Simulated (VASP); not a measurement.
**CoO and the effect of the strain (εxx = s)**

```
Co O
1.0
    -1.50800    1.50800    2.10725
     1.50800   -1.50800    2.10725
     1.50800    1.50800   -2.10725
Co O
1 1
Direct
  0.00000 0.00000 0.00000
  0.50000 0.50000 0.00000
```

The cell comes from a database or a generator and needn't be the form met in nature.

Kept alike: task relaxation of the atoms; functional PBE; k mesh 9 × 9 × 9; occupations fermi-dirac, width 0.05 eV; collinear spin, ferromagnetic start. Program: VASP, PBE PAW files Co, O, 520 eV. The mesh is that of the run's cell of 2 atoms. No spin-orbit coupling.

| run | largest site moment (μB) | free energy over the lowest row (meV/atom) |
| --- | --- | --- |
| A | 2.51 | 0.10 |
| B | 2.47 | 0.68 |
| C | 2.49 | 0.00 |

The cell shown is the unstrained one; x, y and z are its Cartesian axes. For a metal such a mesh leaves the last digits unconverged. The runs hold the magnetic state that their start led to, which needn't be the lowest. Site moments count inside each atom's sphere or projector.

Problem. The runs differ in the strain (εxx = s) alone: -0.02; -0.01; 0. Which run is which?

Solution. Run A is 0; run B is -0.02; run C is -0.01. The largest site moment rises from 2.47 to 2.51 μB between -0.02 and 0. The free energy is lowest at -0.01, and 0.68 meV an atom higher at -0.02.
